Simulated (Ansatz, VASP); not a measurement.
# Cross-check of Ga2AsP (random alloy of the zinc-blende GaP-GaAs line, x = 0.5) between VASP and Ansatz, part 2 of 2

Aim: how closely do two programs agree when they are given the same cell, functional and k mesh? Of the first pair: The structure shown is the start of the Ansatz relaxation below; VASP solves that cell, so the two are compared at the walk's first step.

VASP 6.6.1 and Ansatz 0.2.0.

So far: The structure; Ansatz: relaxation, PBE.

## (3) VASP: single point, PBE, start cell, pair 1

Level of this step: PBE; plane waves and PAW (Ga_d, P, As) (VASP).

The same cell, functional, mesh and smearing now go to VASP, with its own data sets.

Lines of VASP's logs that name or quote its potential files are left out, and so is its time.

Contents of INCAR:

```
SYSTEM = Ga2AsP
PREC = Accurate
ENCUT = 400
EDIFF = 1E-06
NELM = 120
ISMEAR = -1
SIGMA = 0.025
LREAL = Auto
ALGO = Normal
GGA = PE
NBANDS = 336
LORBIT = 11
LWAVE = .FALSE.
LCHARG = .FALSE.
ISIF = 2
LASPH = .TRUE.
GGA_COMPAT = .FALSE.
EFERMI = MIDGAP
NCORE = 2
```

Contents of POSCAR:

```
Ga2AsP
1.0
   11.2600000000      0.0000000000      0.0000000000
    0.0000000000     11.2600000000      0.0000000000
    0.0000000000      0.0000000000     11.2600000000
Ga P As
32 16 16
Direct
    0.9992628774      0.9999023091      0.9962078153
    0.0008880995      0.2477886323      0.2481172291
    0.2500710480      0.9980106572      0.2509591474
    0.2486678508      0.2500177620      0.9984369449
    0.9993960924      0.9995825933      0.4988721137
    0.9995204263      0.2539609236      0.7456838366
    0.2508880995      0.9984991119      0.7500000000
    0.2466785080      0.2530728242      0.5026110124
    0.9985257549      0.5001598579      0.0017761989
    0.0007726465      0.7522735346      0.2488721137
    0.2492628774      0.4997602131      0.2499289520
    0.2488010657      0.7474422735      0.0009325044
    0.9993161634      0.5001243339      0.4980461812
    0.0012255773      0.7463943162      0.7496625222
    0.2492806394      0.4975399645      0.7524333925
    0.2506838366      0.7510124334      0.5003641208
    0.5006838366      0.9996092362      0.0020781528
    0.4979928952      0.2507726465      0.2494582593
    0.7487211368      0.9989609236      0.2494227353
    0.7495115453      0.2490763766      0.9987566607
    0.4981882771      0.0007726465      0.4994316163
    0.5013410302      0.2482326821      0.7519715808
    0.7481172291      0.0010479574      0.7496714032
    0.7508792185      0.2502220249      0.4974777975
    0.5058259325      0.5017229130      0.0031793961
    0.5010657194      0.7500088810      0.2495914742
    0.7519893428      0.4995115453      0.2530905861
    0.7491740675      0.7477708703      0.0002220249
    0.5073001776      0.5014564831      0.5027175844
    0.4993516874      0.7484369449      0.7507015986
    0.7523712256      0.5005417407      0.7491918295
    0.7474156306      0.7493960924      0.5006394316
    0.1279129663      0.1218117229      0.1234991119
    0.1233925400      0.3759769094      0.3790674956
    0.3759591474      0.1244404973      0.8763676732
    0.1243161634      0.6243339254      0.1248667851
    0.1278063943      0.6202841918      0.6248401421
    0.3771580817      0.6241829485      0.8756216696
    0.3774955595      0.8719094139      0.6268472469
    0.6208436945      0.1270603908      0.1256927176
    0.6295914742      0.3782593250      0.3757815275
    0.6257460036      0.1264209591      0.6272380107
    0.6218738899      0.3747957371      0.8741207815
    0.8768117229      0.1223712256      0.8765008881
    0.8745470693      0.3722468917      0.6212966252
    0.6242362345      0.6262433393      0.1262433393
    0.6214742451      0.6256483126      0.6263676732
    0.8761101243      0.8767140320      0.6263499112
    0.3739431616      0.1249733570      0.3770870337
    0.3747158082      0.3754618117      0.1232415631
    0.1228863233      0.1224777975      0.6247335702
    0.1252042629      0.3756571936      0.8774067496
    0.3743960924      0.3760923623      0.6250888099
    0.1258969805      0.8753818828      0.3716962700
    0.3755772647      0.6213765542      0.3750799290
    0.3763143872      0.8738365897      0.1265008881
    0.1248579041      0.8764564831      0.8772202487
    0.8739964476      0.1234014210      0.3739520426
    0.8733481350      0.3795293073      0.1223801066
    0.6213232682      0.8760834813      0.3757460036
    0.8742095915      0.6227708703      0.3766696270
    0.8763410302      0.8754262877      0.1258792185
    0.6244404973      0.8739520426      0.8770426288
    0.8759058615      0.6264742451      0.8761190053
```

Contents of KPOINTS:

```
Automatic mesh
0
Gamma
1 1 1
0 0 0
```

The projector-augmented-wave data sets are Ga_d, P and As (PBE family, release 64).

Launch:

```bash
$ mpirun -np 8 vasp_gam
```

Numbers of over 12 decimals in the logs are rounded to 6 here.

The program printed:

```text
[banner, memory and clock lines left out]
running    8 mpi-ranks, on    1 nodes
[...]
LDA part: xc-table for (Slater+PW92), standard interpolation
 POSCAR, INCAR and KPOINTS ok, starting setup
[...]
entering main loop
       N       E                     dE             d eps       ncg     rms          rms(c)
DAV:   1     0.910431245579E+04    0.91043E+04   -0.20202E+05   728   0.248E+03
DAV:   2     0.216692938068E+04   -0.69374E+04   -0.67183E+04   672   0.694E+02
DAV:   3     0.178891052369E+02   -0.21490E+04   -0.20338E+04   872   0.242E+02
DAV:   4    -0.261068895323E+03   -0.27896E+03   -0.26711E+03   832   0.856E+01
[...]
DAV:  16    -0.271447573973E+03   -0.73095E-05   -0.95554E-05   944   0.454E-02    0.481E-03
DAV:  17    -0.271447576887E+03   -0.29138E-05   -0.31090E-05   664   0.176E-02    0.590E-03
DAV:  18    -0.271447576795E+03    0.91517E-07   -0.22457E-06   512   0.881E-03
   1 F= -.27144758E+03 E0= -.27144758E+03  d E =-.298148E-06
```

From OUTCAR (step 3):

```text
  Total        0.6421988      0.5394450      0.4835216     -0.7773073      0.2522178      0.1102245
  in kB        0.7207172      0.6054002      0.5426393     -0.8723448      0.2830552      0.1237010
  external PRESSURE =       0.6229189 kB  Pullay stress =       0.0000000 kB

 POSITION                                       TOTAL-FORCE (eV/Angst)
 -----------------------------------------------------------------------------------
     11.25170     11.25890     11.21730         0.035673      0.697998      0.485471
      0.01000      2.79010      2.79380         0.616130      0.239286     -0.053529
      2.81580     11.23760      2.82580        -0.014936      0.574882     -0.539764
      2.80000      2.81520     11.24240         0.263464     -0.885426      0.163962
     11.25320     11.25530      5.61730        -0.363632     -0.495160      0.278703
     11.25460      2.85960      8.39640        -0.601533     -0.354936      0.413141
      2.82500     11.24310      8.44500         0.754405      0.054279      0.063303
      2.77760      2.84960      5.65940        -0.148413      0.057449     -0.400154
     11.24340      5.63180      0.02000         0.583857      0.530584      0.117613
      0.00870      8.47060      2.80230         0.209230     -0.767483     -0.182174
      2.80670      5.62730      2.81420        -0.705536     -0.136804      0.061898
      2.80150      8.41620      0.01050         0.246722     -0.491677     -0.050700
     11.25230      5.63140      5.60800         0.438608     -0.442197      0.667938
      0.01380      8.40440      8.44120         0.209662      0.349746     -0.766613
[...]
-----------------------------------------------------------------------------------
    total drift:                               -0.004428     -0.005073      0.019178

  FREE ENERGIE OF THE ION-ELECTRON SYSTEM (eV)
  ---------------------------------------------------
  free  energy   TOTEN  =      -271.4475767954 eV

  energy  without entropy=     -271.4475764973  energy(sigma->0) =     -271.44757665

[... 2 further parts left out ...]
```

The run ends at a pressure of 0.06 GPa, with forces up to 1.1 eV/Å.

## (4) Differences

Known differences besides the potentials themselves: the data sets hold 736 valence electrons in Ansatz (on its default PAW (the set named soft_2) files) and 576 in VASP; the cutoff is 420 eV in Ansatz and 400 eV in VASP (PREC = Accurate, projectors in real space). Total energies have different zeros and are not compared.

Forces on 7 of the 64 atoms, those with the largest forces and the largest differences (eV/Å; atoms numbered as in POSCAR):

```csv
atom,"Ansatz x, y, z","VASP x, y, z"
Ga1,"0.041, 0.679, 0.486","0.036, 0.698, 0.485"
Ga4,"0.262, -0.868, 0.163","0.263, -0.885, 0.164"
Ga13,"0.427, -0.431, 0.661","0.439, -0.442, 0.668"
Ga14,"0.206, 0.348, -0.750","0.210, 0.350, -0.767"
Ga15,"0.328, 0.836, -0.029","0.330, 0.853, -0.030"
Ga21,"0.075, 0.019, 1.038","0.074, 0.019, 1.054"
Ga27,"-0.833, 0.145, -0.330","-0.851, 0.141, -0.329"
```

The forces differ by 6.8 meV/Å r.m.s., which is 1.9 % of the r.m.s. force of 0.349 eV/Å (both taken over all components).

## (5) Ansatz: relaxation, PBE

This run makes the geometry at which the two programs are then compared.

The structure compared here is the end of the Ansatz relaxation.

This is the run of step 2 again, met here at its other cell.

## (6) VASP: single point, PBE, relaxed cell, pair 2

The same cell, functional, mesh and smearing now go to VASP, with its own data sets.

INCAR: that of step 3 with these lines changed.

```diff
@@ -2,3 +2,3 @@
 PREC = Accurate
-ENCUT = 400
+ENCUT = 500
 EDIFF = 1E-06
```

Contents of POSCAR:

```
Ga2AsP
1.0
   11.2591590000      0.0000420000      0.0001830000
    0.0000420000     11.2577650000     -0.0003080000
    0.0001830000     -0.0003080000     11.2567580000
Ga P As
32 16 16
Direct
    0.9994000000      0.0063600000      0.9985000000
    0.0052800000      0.2503800000      0.2506200000
    0.2473300000      0.0022500000      0.2473700000
    0.2512600000      0.2440700000      0.9987800000
    0.9956200000      0.9960600000      0.5031400000
    0.9927300000      0.2508700000      0.7505700000
    0.2574300000      0.9998100000      0.7510800000
    0.2472300000      0.2539800000      0.4975400000
    0.0023500000      0.5021700000      0.0029600000
    0.0028200000      0.7464800000      0.2477300000
    0.2448000000      0.4990600000      0.2508800000
    0.2507600000      0.7435100000      0.9994400000
    0.0021600000      0.4959800000      0.5038400000
    0.9993600000      0.7502000000      0.7444900000
    0.2506300000      0.5053100000      0.7505900000
    0.2511500000      0.7500800000      0.5064300000
    0.5002800000      0.0057200000      0.9995800000
    0.5066600000      0.2510300000      0.2506000000
    0.7467600000      0.0037400000      0.2474200000
    0.7472000000      0.2479400000      0.9962600000
    0.4998200000      0.9998300000      0.5074000000
    0.5027200000      0.2472000000      0.7537700000
    0.7532800000      0.0022500000      0.7478800000
    0.7470300000      0.2532900000      0.5032100000
    0.5024300000      0.5014600000      0.9955000000
    0.5022300000      0.7467700000      0.2474900000
    0.7443900000      0.4986800000      0.2508800000
    0.7466900000      0.7468500000      0.0018500000
    0.5064100000      0.4992500000      0.5000800000
    0.4975400000      0.7466200000      0.7478500000
    0.7467500000      0.4959100000      0.7475900000
    0.7502500000      0.7495500000      0.5072900000
    0.1250500000      0.1259800000      0.1239100000
    0.1238300000      0.3758300000      0.3754900000
    0.3772900000      0.1249200000      0.8750200000
    0.1261900000      0.6235800000      0.1251800000
    0.1250400000      0.6246500000      0.6254300000
    0.3761800000      0.6245500000      0.8740900000
    0.3763400000      0.8737700000      0.6275100000
    0.6250300000      0.1272100000      0.1231300000
    0.6261000000      0.3747400000      0.3764400000
    0.6260600000      0.1258300000      0.6274100000
    0.6248900000      0.3738500000      0.8740100000
    0.8728300000      0.1260900000      0.8740800000
    0.8728100000      0.3748200000      0.6253700000
    0.6239400000      0.6223600000      0.1240200000
    0.6250300000      0.6235700000      0.6264800000
    0.8737300000      0.8746600000      0.6266100000
    0.3762300000      0.1259000000      0.3754900000
    0.3760000000      0.3747400000      0.1241700000
    0.1240800000      0.1248100000      0.6265100000
    0.1251100000      0.3746500000      0.8749000000
    0.3770000000      0.3756000000      0.6263500000
    0.1251800000      0.8738300000      0.3764300000
    0.3751800000      0.6235900000      0.3764200000
    0.3752200000      0.8747900000      0.1231700000
    0.1259200000      0.8748000000      0.8742900000
    0.8740000000      0.1267900000      0.3762800000
    0.8739000000      0.3738000000      0.1251200000
    0.6249800000      0.8748100000      0.3772500000
    0.8747500000      0.6229500000      0.3772900000
    0.8749300000      0.8757600000      0.1240500000
    0.6242100000      0.8756600000      0.8733600000
    0.8740500000      0.6235500000      0.8731900000
```

KPOINTS is that of step 3.

Launch:

```bash
$ mpirun -np 8 vasp_gam
```

The program printed:

```text
[... set-up lines as in an earlier step ...]
 entering main loop
       N       E                     dE             d eps       ncg     rms          rms(c)
DAV:   1     0.102871365609E+05    0.10287E+05   -0.22795E+05   712   0.282E+03
DAV:   2     0.250077435518E+04   -0.77864E+04   -0.75316E+04   672   0.807E+02
DAV:   3     0.811615889272E+02   -0.24196E+04   -0.22858E+04   848   0.272E+02
DAV:   4    -0.253771940245E+03   -0.33493E+03   -0.32241E+03   808   0.947E+01
[...]
DAV:  17    -0.272514436444E+03   -0.25993E-05   -0.32051E-05   760   0.344E-02    0.860E-03
DAV:  18    -0.272514437581E+03   -0.11373E-05   -0.10455E-05   752   0.112E-02    0.576E-03
DAV:  19    -0.272514438246E+03   -0.66424E-06   -0.96630E-07   384   0.105E-02
   1 F= -.27251444E+03 E0= -.27251444E+03  d E =-.322169E-06
```

Parts of OUTCAR (step 6):

```text
  Total        0.5391869      0.5576000      0.5728888      0.0054530      0.0040736     -0.0001939
  in kB        0.6054502      0.6261262      0.6432940      0.0061231      0.0045743     -0.0002177
  external PRESSURE =       0.6249568 kB  Pullay stress =       0.0000000 kB

 POSITION                                       TOTAL-FORCE (eV/Angst)
 -----------------------------------------------------------------------------------
     11.25259      0.07133     11.24005         0.000697      0.013992     -0.002186
      0.05950      2.81864      2.82109         0.015416      0.000773      0.000725
      2.78477      0.02526      2.78463        -0.007120      0.006617     -0.007841
      2.82917      2.74739     11.24300         0.001388     -0.014731     -0.000726
     11.20998     11.21330      5.66360        -0.010194     -0.010491      0.007187
     11.17745      2.82405      8.44909        -0.016145     -0.000519     -0.000824
      2.89862     11.25541      8.45446         0.016960      0.001242     -0.000646
      2.78370      2.85910      5.60065        -0.007496      0.010315     -0.010212
      0.02648      5.65331      0.03317         0.006944      0.008200      0.007575
      0.03183      8.40362      2.78841         0.008916     -0.009720     -0.008702
      2.75631      5.61823      2.82399        -0.014652      0.000481     -0.000527
      2.82356      8.36996     11.25027         0.000428     -0.015236     -0.002149
      0.02443      5.58347      5.67145         0.004775     -0.007584      0.005129
     11.25212      8.44539      8.38050        -0.001050      0.001397     -0.014987
[...]
-----------------------------------------------------------------------------------
    total drift:                               -0.007010     -0.003809      0.013649

  FREE ENERGIE OF THE ION-ELECTRON SYSTEM (eV)
  ---------------------------------------------------
  free  energy   TOTEN  =      -272.5144382455 eV

  energy  without entropy=     -272.5144379234  energy(sigma->0) =     -272.51443808

[... 1 part as in an earlier step ...]

[... 1 further part left out ...]
```

The run ends at a pressure of 0.06 GPa, with forces up to 0.017 eV/Å.

## (7) Differences

What differs besides the data sets and the points named for the pairs above, as far as they apply: the data sets hold 736 valence electrons in Ansatz (on its default PAW (the set named soft_2) files) and 576 in VASP; the cutoff is 420 eV in Ansatz and 500 eV in VASP (PREC = Accurate, projectors in real space). Total energies have different zeros and are not compared.

The two programs side by side:

```csv
quantity,Ansatz,VASP,difference
pressure (GPa),0.00,0.06,-0.06
gap on the k mesh (eV),0.797,0.797,+0.001
```

The largest component of a force difference here is 17 meV/Å. A gap on the mesh is an upper bound, since the band edges may lie between its points.

## (8) What came out

```json
{
 "r.m.s. force difference (single point, PBE, start cell, pair 1)": "1.9 % of the r.m.s. force",
 "difference in gap on the k mesh (single point, PBE, relaxed cell, pair 2)": "7.4e-4 eV",
 "r.m.s. force difference (single point, PBE, relaxed cell, pair 2)": "6.0 meV/Å"
}
```

In words: The r.m.s. force difference is 1.9 % of the r.m.s. force (single point, PBE, start cell, pair 1), within the 3 % picked in this series as the mark of a large difference. The data sets hold unlike numbers of valence electrons (736 in Ansatz and 576 in VASP), so part of the differences may come from the potentials. Such differences can come from data sets, numerical settings and the points named under the comparisons, not from the functional's error against experiment.

[Lines on the potential files, build, host, timing and source positions are cut from VASP's logs without a mark.]

[Logs are printed without paths, hosts, clocks, repeated set-up lines and the standing remarks that a program may print on its own settings, such as how far it seeks lower states.]

[Hosts, paths, dates, database ids (printed as entryN), source tags and the programs' standing remarks are cut or masked in the printed files.]
